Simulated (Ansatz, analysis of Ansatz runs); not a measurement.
**U centre (hydride ion on a halide site) in LiF: local vibrational mode, HSE06**

Aim: the local vibrational mode of the U centre (hydride ion on a halide site) in LiF, to be set beside the measurement. Set-up: HSE06, 32-site cell, PBE lattice, 420 eV, k: the zone centre alone, anharmonic cut. The model is a cell of 32 host atoms with 1 F taken out and 1 H put in. The frequencies come from force constants among the defect atom and its neighbours, with the masses of the isotopes named. Exact exchange opens the gap, stiffens bonds and lessens the self-interaction error, at many times the cost.

Measured beforehand: Threefold local mode of H-: 1024 cm⁻¹, by infrared absorption (4.2-77 K) (quoted in “Electronic Absorption and Internal and External Vibrational Data of Atomic and Molecular Ions Doped in Alkali Halide Crystals (NSRDS-NBS 52)”, 1974, S. C. Jain, A. V. R. Warrier, S. K. Agarwal, quoting earlier work (1969)). Threefold local mode of D-: 746 cm⁻¹, by infrared absorption (4.2-77 K) (quoted in “Electronic Absorption and Internal and External Vibrational Data of Atomic and Molecular Ions Doped in Alkali Halide Crystals (NSRDS-NBS 52)”, 1974, S. C. Jain, A. V. R. Warrier, S. K. Agarwal, quoting earlier work (1969)). The calculation is set beside it at the end.

Calculated with Ansatz 0.2.0; plane-wave PAW DFT, HSE06; relaxation of all atoms of a defect supercell.

Report form: the programs' logs are mostly left out.

## Step 1: The starting structure

The cell holds 32 atoms: 16 Li, 15 F and 1 H. Cell: a = 7.044 Å, b = 7.044 Å, c = 7.044 Å, α = 109.5°, β = 109.5°, γ = 109.5°. It derives from LiF (space group Fm-3m). Nearest the centre at fractional (0.500, 0.500, 0.500): H27 at 0.00 Å, Li7 at 2.03 Å, Li12 at 2.03 Å, Li6 at 2.03 Å, Li16 at 2.03 Å, Li15 at 2.03 Å, Li10 at 2.03 Å, F30 at 2.88 Å.

The host's primitive cell comes from a first run (plane-wave PAW DFT, PBE; relaxation of the host's cell and atoms): vectors of 2.876, 2.876 and 2.876 Å. That is 8.41 Å³ an atom, 2.9 % over the diffraction cell's volume. The supercell is built on it.

## Step 2: Relaxation, charge 0

Every later number rests on the structure around the defect, so the atoms are relaxed at the host's lattice first.

relax/input.yaml reads:

```yaml
relax:
  f_tol: 0.01
  max_steps: 80
  escape_saddle: false
crystal:
  lattice:
    - [-4.06712875, 4.06712875, 4.06712875]
    - [4.06712875, -4.06712875, 4.06712875]
    - [4.06712875, 4.06712875, -4.06712875]
  atoms:
    - { symbol: Li, position: [0.0, 0.0, 0.0] }
    - { symbol: Li, position: [0.0, 0.25, 0.75] }
    - { symbol: Li, position: [0.0, 0.5, 0.5] }
    - { symbol: Li, position: [0.0, 0.75, 0.25] }
    - { symbol: Li, position: [0.25, 0.0, 0.75] }
    - { symbol: Li, position: [0.25, 0.25, 0.5] }
    - { symbol: Li, position: [0.25, 0.5, 0.25] }
    - { symbol: Li, position: [0.25, 0.75, 0.0] }
[... 20 atom lines left out ...]
    - { symbol: F, position: [0.75, 0.0, 0.75] }
    - { symbol: F, position: [0.75, 0.25, 0.5] }
    - { symbol: F, position: [0.75, 0.5, 0.25] }
    - { symbol: F, position: [0.75, 0.75, 0.0] }
basis:
  ecutwfc: 420
  xc_grid: 2
hamiltonian:
  xc: hse06
kpoints:
  mp_grid: { grid: [1, 1, 1] }
scf:
  occupations: { method: fermi_dirac, width: 0.01 }
  max_iter: 120
output:
  forces: true
checkpoint:
  write: "../relax.run"
  compress: false
  write_wavefunctions: true
  write_every: 100000
```

Command:

```console
$ ansatz run input.yaml --threads 2 --pin off --max-ram 3768MiB --backend cpu --events-out ev --progress --plain --runs-dir out
```

The job ended after 32 s (2 threads of AMD EPYC 7B13 (Zen 3), shared host; peak memory 0.65 GiB).

The steps of the relaxation:

```csv
step,energy less that of the first step (eV),largest force component (eV/Å)
1,0.0000,0.1022
2,-0.0040,0.0496
3,-0.0057,0.0032
4,-0.0057,0.0031
```

Forces are held to the 48 operations that the run works with; a distortion that breaks them can't arise in this run.

The atoms that moved most (Å):

```csv
atom,dx,dy,dz,length
Li16,0.000,0.000,0.019,0.019
Li15,0.000,0.019,0.000,0.019
Li12,0.019,0.000,0.000,0.019
Li7,0.000,-0.019,0.000,0.019
Li10,-0.019,0.000,0.000,0.019
Li6,0.000,0.000,-0.019,0.019
```

Final coordinates:

```xyz
32
Lattice="-4.0671 4.0671 4.0671 4.0671 -4.0671 4.0671 4.0671 4.0671 -4.0671" Properties=species:S:1:pos:R:3 pbc="T T T"
Li    0.0000    0.0000    0.0000
Li    4.0671    2.0336   -2.0336
Li    4.0671    0.0000    0.0000
Li    4.0671   -2.0336    2.0336
Li    2.0336    4.0671   -2.0336
Li    2.0336    2.0336   -0.0190
Li    2.0336   -0.0190    2.0336
Li    2.0336   -2.0336    4.0671
Li    0.0000    4.0671    0.0000
Li   -0.0190    2.0336    2.0336
Li    0.0000    0.0000    4.0671
Li    4.0861    2.0336    2.0336
Li   -2.0336    4.0671    2.0336
Li   -2.0336    2.0336    4.0671
Li    2.0336    4.0861    2.0336
Li    2.0336    2.0336    4.0861
F     2.0336    2.0336   -2.0336
F     2.0336   -0.0015   -0.0015
F     2.0336   -2.0336    2.0336
F     6.1007    0.0015    0.0015
F    -0.0015    2.0336   -0.0015
F    -0.0015   -0.0015    2.0336
F     4.0687    2.0336   -0.0015
F     4.0687   -0.0015    2.0336
F    -2.0336    2.0336    2.0336
F     2.0336    4.0687   -0.0015
H     2.0336    2.0336    2.0336
F     2.0336   -0.0015    4.0687
F     0.0015    6.1007    0.0015
F    -0.0015    4.0687    2.0336
F    -0.0015    2.0336    4.0687
F     0.0015    0.0015    6.1007
```

Neighbours of H27 at the end:

```csv
atom,distance (Å)
Li7,2.053
Li10,2.053
Li6,2.053
Li16,2.053
Li15,2.053
Li12,2.053
F22,2.878
F21,2.878
F29,2.878
F32,2.878
F23,2.878
F20,2.878
F18,2.878
F28,2.878
F30,2.878
F31,2.878
```

Read from the output:

```yaml
free_energy: -15463.0511 eV
```

## Step 3: Local vibrational modes

A local mode lives on the defect and the atoms next to it, so only the sites listed in the input are displaced, which costs far fewer SCF runs than the whole cell would.

This step: plane-wave PAW DFT, HSE06; finite-displacement force constants among the atoms nearest to a defect, the others at rest.

modes/input.yaml reads:

```yaml
crystal:
  lattice:
    - [-4.06712875, 4.06712875, 4.06712875]
    - [4.06712875, -4.06712875, 4.06712875]
    - [4.06712875, 4.06712875, -4.06712875]
  atoms:
    - { symbol: Li, position: [0.0, 0.0, 0.0] }
    - { symbol: Li, position: [0.0, 0.25, 0.75] }
[... 3 atom lines left out ...]
    - { symbol: Li, position: [0.247668018, 0.247668018, 0.5] }
    - { symbol: Li, position: [0.247668018, 0.5, 0.247668018] }
[... 2 atom lines left out ...]
    - { symbol: Li, position: [0.5, 0.247668018, 0.247668018] }
[... 1 atom line left out ...]
    - { symbol: Li, position: [0.5, 0.752331982, 0.752331982] }
[... 2 atom lines left out ...]
    - { symbol: Li, position: [0.752331982, 0.5, 0.752331982] }
    - { symbol: Li, position: [0.752331982, 0.752331982, 0.5] }
[... 4 atom lines left out ...]
    - { symbol: F, position: [0.249810399, -0.000379202, 0.249810399] }
[... 1 atom line left out ...]
    - { symbol: F, position: [0.249810399, 0.5, 0.750189601] }
[... 3 atom lines left out ...]
    - { symbol: H, position: [0.5, 0.5, 0.5] }
[... 2 atom lines left out ...]
    - { symbol: F, position: [0.750189601, 0.249810399, 0.5] }
    - { symbol: F, position: [0.750189601, 0.5, 0.249810399] }
    - { symbol: F, position: [0.750189601, 0.750189601, 0.000379202] }
basis:
  ecutwfc: 420
  xc_grid: 2
hamiltonian:
  xc: hse06
kpoints:
  mp_grid: { grid: [1, 1, 1] }
scf:
  occupations: { method: fermi_dirac, width: 0.01 }
  max_iter: 120
output: {}
checkpoint:
  read: "../relax.run"
phonons:
  supercell: [1, 1, 1]
  displaced_sites: [6, 26]
```

Run time: 39 s. Hardware: 2 threads; peak memory 0.67 GiB; 72 s of CPU time.

This step gave:

| Property | Result |
| --- | --- |
| free energy | -15463.0511 eV |

The modes with the largest weight on the probed atoms (the light atom of a pair), for the masses of each isotope. Modes of the displaced atoms (local only where they lie over the host's phonons):

```csv
isotopes,mode (cm⁻¹),share of the defect atoms
H,928.6,0.997
H,928.6,0.997
H,927.3,1
D,658.1,0.991
D,658.1,0.991
D,656,1
```

## Step 4: Point 1 along the mode

A light atom samples the curved part of its well, so the energy is mapped along the mode and the one-dimensional Schrödinger equation solved on it.

This step: plane-wave PAW DFT, HSE06; single point of a defect supercell.

cut0/input.yaml, as its differences from modes/input.yaml of step 3:

```diff
@@ -10,3 +10,3 @@
     - { symbol: Li, position: [0.247668018, 0.247668018, 0.5] }
-    - { symbol: Li, position: [0.247668018, 0.5, 0.247668018] }
+    - { symbol: Li, position: [0.246156334, 0.498356087, 0.247535789] }
 [... 2 atom lines left out ...]
@@ -23,3 +23,3 @@
 [... 3 atom lines left out ...]
-    - { symbol: H, position: [0.5, 0.5, 0.5] }
+    - { symbol: H, position: [0.569623623, 0.575713702, 0.506090079] }
 [... 2 atom lines left out ...]
@@ -38,7 +38,5 @@
   max_iter: 120
-output: {}
+output:
+  forces: true
 checkpoint:
   read: "../relax.run"
-phonons:
-  supercell: [1, 1, 1]
-  displaced_sites: [6, 26]
```

Run time: 10 s. Hardware: 2 threads; peak memory 0.66 GiB; 19 s of CPU time.

This step gave:

* free energy: -15462.3961 eV

The other runs of this kind differ in structure, charge or spin alone:

```csv
run,outcome,energy less the first (eV),moment (μB),time
point 1 along the mode,converged,0.0000,0.00,10 s
point 2 along the mode,converged,-0.3387,0.00,10 s
point 3 along the mode,converged,-0.5176,0.00,11 s
point 4 along the mode,converged,-0.6222,0.00,10 s
point 5 along the mode,converged,-0.6222,0.00,10 s
point 6 along the mode,converged,-0.5176,0.00,10 s
point 7 along the mode,converged,-0.3387,0.00,10 s
point 8 along the mode,converged,0.0000,0.00,10 s
point 9 along the mode,converged,0.5529,0.00,11 s
```

## Step 5: Anharmonic fundamental

Analysis of the runs above: one-dimensional Schroedinger equation on a polynomial through HSE06 energies along the local mode.

It gives:

* h: 965.8 cm⁻¹
* d: 676.4 cm⁻¹
* h harmonic: 928.1 cm⁻¹
* d harmonic: 657.4 cm⁻¹

Energy against normal coordinate:

```csv
normal coordinate (amu½ Å),energy (eV)
-0.572,0.655
-0.419,0.316
-0.286,0.137
-0.143,0.0329
0.000,0
0.143,0.0329
0.286,0.137
0.419,0.316
0.572,0.655
0.724,1.21
```

## Step 6: What came out

| Property | Result |
| --- | --- |
| distance from the defect atom to its nearest neighbour | 2.053 Å |
| threefold local mode of H- | 966 cm⁻¹ |
| threefold local mode of D- | 676 cm⁻¹ |
| time of the whole chain | 2.8 min on 2 threads |

What this shows: Threefold local mode of H-: computed 966 cm⁻¹, measured 1024 cm⁻¹; 58 cm⁻¹ (6 %) below the measurement. Threefold local mode of D-: computed 676 cm⁻¹, measured 746 cm⁻¹; 70 cm⁻¹ (9 %) below the measurement. The anharmonic cut moves the threefold local mode of H- from 928 to 966 cm⁻¹; a straight cut leaves out the coupling to the other modes. The ion's well is wide, so the mode is sensitive to the lattice constant, one possible source of the difference. Only the named neighbours move, so modes near the host's band are approximate. Limits: the zone centre alone is a coarse sampling for this cell; the periodic copies of the defect are only 7.0 Å apart.

[Logs are printed without paths, hosts, clocks, repeated set-up lines and the standing remarks that a program may print on its own settings, such as how far it seeks lower states.]

[Hosts, paths, dates, database ids (printed as entryN), source tags and the programs' standing remarks are cut or masked in the printed files.]

[For some hosts the program warned that the k-mesh of the response run may be too coarse for force constants and the static dielectric constant; such warnings are not shown here.]
